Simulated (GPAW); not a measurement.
The system is MoP.

```
CELL_PARAMETERS angstrom
3.22300 0.00000 0.00000
-1.61150 2.79120 0.00000
0.00000 0.00000 3.19100
ATOMIC_POSITIONS crystal
Mo 0.00000 0.00000 0.00000
P 0.33333 0.66667 0.50000
```

Base run:

```yaml
Program: GPAW 26.7.0
Functional: RPBE
Potentials_or_basis: the program's PAW data sets (release 1.2.1) made for this functional
Cutoff: 600 eV
Basis: pw
k_mesh: 10 × 10 × 8
Occupations: fermi-dirac, width 0.05 eV
Spin: no spin polarisation
```

Its results: pressure 6.2 GPa.

Problem. After a change of settings the same cell gave: pressure -7.4 GPa. Which change was it?
A. functional from RPBE to PBE; potentials or basis from the program's PAW data sets (release 1.2.1) made for this functional to GPAW PAW data sets (gpaw-data 1.2.1)
B. functional from RPBE to LDA; band points from 80 to 100
C. functional from RPBE to PBEsol; potentials or basis from the program's PAW data sets (release 1.2.1) made for this functional to PAW data sets generated in the run's folder for this functional

Solution. B.
